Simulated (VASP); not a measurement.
# KI (Fm-3m) in VASP: single point with LDA

Aim: the single point of KI with LDA.

All numbers are computed with VASP 6.6.1; they aren't measurements. Logs are shortened: lines on timing, memory, paths and dates and some standing lists are left out, and cuts for length are marked.

**What was measured.**

A printed reference work, monograph reports, for a bulk crystal of KI: band gap 6.32 eV.

The runs below are set against these values where they give the same quantity.

**1. The cell of the first run**

Symmetry: Fm-3m, No. 225, cubic system. The conventional cell has a = 7.049 Å, b = 7.049 Å, c = 7.049 Å, α = 90.00°, β = 90.00°, γ = 90.00°. Within 4.6 Å of K (site symmetry m-3m) lie 6 I at 3.52 Å. Within 4.6 Å of I (site symmetry m-3m) lie 6 K at 3.52 Å.

**2. Single point, LDA**

The input, INCAR:

```
ALGO = Normal
EDIFF = 1E-6
ENCUT = 520
ISIF = 2
ISMEAR = 0
LASPH = True
LCHARG = False
LREAL = False
LWAVE = False
NBANDS = 15
NELM = 100
PREC = Accurate
SIGMA = 0.05
```

The input, KPOINTS:

```
k-points
0
Gamma
  6 6 6
```

The input, POSCAR:

```
KI
1.0
    0.0000000000      3.5245500000      3.5245500000
    3.5245500000      0.0000000000      3.5245500000
    3.5245500000      3.5245500000      0.0000000000
K I
1 1
Direct
    0.0000000000      0.0000000000      0.0000000000
    0.5000000000      0.5000000000      0.5000000000
```

Potentials or basis: VASP PAW LDA potentials, release 64 (K_sv, I).

Command:

```
$ cat potpaw_LDA.64/K_sv/POTCAR potpaw_LDA.64/I/POTCAR > POTCAR
$ mpirun -np 1 vasp_std > vasp.out
```

OUTCAR:

```text
EDIFF = 1E-6
   ENCUT = 520
   ISIF = 2
   ISMEAR = 0
   LASPH = True
   LREAL = False
   NELM = 100
   PREC = Accurate

 ion  position               nearest neighbor table
   1  0.000  0.000  0.000-   2 3.52   2 3.52   2 3.52   2 3.52   2 3.52   2 3.52
   2  0.500  0.500  0.500-   1 3.52   1 3.52   1 3.52   1 3.52   1 3.52   1 3.52

  LATTYP: Found a face centered cubic cell.
 ALAT       =     7.0491000000

  Lattice vectors:

 A1 = (   0.0000000000,   3.5245500000,   3.5245500000)
 A2 = (   3.5245500000,   0.0000000000,   3.5245500000)
 A3 = (   3.5245500000,   3.5245500000,   0.0000000000)

Analysis of symmetry for initial positions (statically):
=====================================================================
 Subroutine PRICEL returns:
 Original cell was already a primitive cell.

 Routine SETGRP: Setting up the symmetry group for a
 face centered cubic supercell.

 Subroutine GETGRP returns: Found 48 space group operations
 (whereof 48 operations were pure point group operations)
 out of a pool of 48 trial point group operations.

The static configuration has the point symmetry O_h .

Analysis of symmetry for dynamics (positions and initial velocities):
=====================================================================
 Subroutine PRICEL returns:
 Original cell was already a primitive cell.

 Routine SETGRP: Setting up the symmetry group for a
 face centered cubic supercell.

 Subroutine GETGRP returns: Found 48 space group operations
 (whereof 48 operations were pure point group operations)
 out of a pool of 48 trial point group operations.

The dynamic configuration has the point symmetry O_h .

 Subroutine INISYM returns: Found 48 space group operations
 (whereof 48 operations are pure point group operations),
 and found     1 'primitive' translations

----------------------------------------------------------------------------------------

                                     Primitive cell

  volume of cell :      87.5671

  direct lattice vectors                    reciprocal lattice vectors
     0.000000000  3.524550000  3.524550000    -0.141862082  0.141862082  0.141862082
     3.524550000  0.000000000  3.524550000     0.141862082 -0.141862082  0.141862082
     3.524550000  3.524550000  0.000000000     0.141862082  0.141862082 -0.141862082

  length of vectors
     4.984466411  4.984466411  4.984466411     0.245712333  0.245712333  0.245712333

  position of ions in fractional coordinates (direct lattice)
     0.000000000  0.000000000  0.000000000
     0.500000000  0.500000000  0.500000000

  ion indices of the primitive-cell ions
   primitive index   ion index
                 1           1
                 2           2

[... 77 lines left out ...]
   ISMEAR =     0;   SIGMA  =   0.05  broadening in eV -4-tet -1-fermi 0-gaus
   EFERMI_NEDOS =   21; number of points for ismear=-14 and -15
   IALGO  =     38    algorithm
   IMIX   =      4    mixing-type and parameters
     AMIX     =   0.40;   BMIX     =  1.00
     AMIX_MAG =   1.60;   BMIX_MAG =  1.00
  volume/ion in A,a.u.               =      43.78       295.47
  Fermi-wavevector in a.u.,A,eV,Ry     =   0.928969  1.755497 11.741598  0.862983
  Thomas-Fermi vector in A             =   2.055202
   LORBIT       =      0    0 simple, 1 ext, 2 COOP (PROOUT), +10 PAW based schemes
   GGA     = CA    functional components
   LHFCALC =     F    Hartree Fock is set to
   AEXX    =    0.0000 exact exchange contribution
   IVDW    =     0    specifies the selected vdW correction
   LEPSILON=     F    determine dielectric tensor
   LRPA    =     F    only Hartree local field effects (RPA)
 non-spin polarized calculation
 Gauss-broadening in eV      SIGMA  =   0.05
  energy-cutoff  :      520.00
  volume of cell :       87.57
 maximum number of plane-waves:      2397
 NGX is ok and might be reduce to    40
   NGX = 19   NGY = 19   NGZ = 19

 number of electron      15.9999999 magnetization

 Free energy of the ion-electron system (eV)
  ---------------------------------------------------
  ext. energy  EPLUGINS =         0.00000000
  ---------------------------------------------------
  free energy    TOTEN  =        -6.13336290 eV

  energy without entropy =       -6.13336290  energy(sigma->0) =       -6.13336290

 E-fermi :  -0.3761     XC(G=0):  -7.6522

 val. band max:       -0.5874285489   @ k =   0.0000   0.0000   0.0000
 cond. band min:       3.0431339194   @ k =   0.0000   0.0000   0.0000
 fundamental gap:      3.6305624683
 Fermi energy:        -0.3761223718

 k-point     1 :       0.0000    0.0000    0.0000
  band No.  band energies     occupation
      1     -28.7144      2.00000
      2     -12.4402      2.00000
      3     -12.4402      2.00000
      4     -12.4402      2.00000
      5     -11.1685      2.00000
      6      -0.5874      2.00000
      7      -0.5874      2.00000
      8      -0.5874      2.00000
      9       3.0431      0.00000
     10       5.6917      0.00000
     11       5.6917      0.00000
     12       5.6917      0.00000
     13       6.4551      0.00000
     14       6.4551      0.00000
[... 257 lines left out ...]
      2     -12.4922      2.00000
      3     -12.4839      2.00000
      4     -12.4685      2.00000
      5     -10.9670      2.00000
      6      -1.5061      2.00000
      7      -1.1813      2.00000
      8      -1.1659      2.00000
      9       4.8356      0.00000
     10       5.5556      0.00000
     11       6.5904      0.00000
     12       7.5113      0.00000
     13       7.8152      0.00000
     14       8.8703      0.00000
     15       9.2716      0.00000

------------------------ aborting loop because EDIFF is reached ----------------------------------------

  FORCE on cell =-STRESS in cart. coord.  units (eV):
  Direction    XX          YY          ZZ          XY          YZ          ZX
  --------------------------------------------------------------------------------------
  -------------------------------------------------------------------------------------
  Total       -0.6716921     -0.6716921     -0.6716921      0.0000000      0.0000000      0.0000000
  in kB      -12.2896578    -12.2896578    -12.2896578      0.0000000      0.0000000      0.0000000
  external PRESSURE =     -12.2896578 kB  Pullay stress =       0.0000000 kB

 VOLUME and BASIS-vectors are now :
 -----------------------------------------------------------------------------
  energy-cutoff  :      520.00
  volume of cell :       87.57
      direct lattice vectors                 reciprocal lattice vectors
     0.000000000  3.524550000  3.524550000    -0.141862082  0.141862082  0.141862082
     3.524550000  0.000000000  3.524550000     0.141862082 -0.141862082  0.141862082
     3.524550000  3.524550000  0.000000000     0.141862082  0.141862082 -0.141862082

 POSITION                                       TOTAL-FORCE (eV/Angst)
 -----------------------------------------------------------------------------------
      0.00000      0.00000      0.00000        -0.000000     -0.000000     -0.000000
      3.52455      3.52455      3.52455         0.000000      0.000000      0.000000
 -----------------------------------------------------------------------------------
    total drift:                                0.000000     -0.000000     -0.000000

  FREE ENERGIE OF THE ION-ELECTRON SYSTEM (eV)
  ---------------------------------------------------
  free  energy   TOTEN  =        -6.1333628997 eV

  energy  without entropy=       -6.1333628997  energy(sigma->0) =       -6.13336290
```

stdout:

```text
POSCAR found type information on POSCAR K I
 POSCAR found :  2 types and       2 ions
 scaLAPACK will be used
 LDA part: xc-table for (Slater(with rela. corr.)+CA(PZ))
 , standard interpolation
 POSCAR, INCAR and KPOINTS ok, starting setup
 FFT: planning ... GRIDC
 FFT: planning ... GRID_SOFT
 FFT: planning ... GRID
 WAVECAR not read
 entering main loop
```

Run time: 8.8 s. Hardware: 1 thread of Intel Xeon 6975P-C (Granite Rapids), shared host; peak memory 0.19 GiB.

What came out:

```yaml
Free_energy: -6.1334 eV
Pressure: -1.2 GPa
Band_gap_on_the_k_mesh: 3.63 eV, direct
```

Caveat: spin-orbit coupling is left out, which moves the levels of the heavy elements.

**3. How close it comes**

Step 2. Measured gap of KI: 6.32 eV (a printed reference work, monograph). This calculation gives 3.63 eV (-2.69 eV). Spin-orbit coupling on I is left out. The value is that of LDA, without temperature or zero-point motion. Semilocal functionals fall short of measured gaps as a rule.
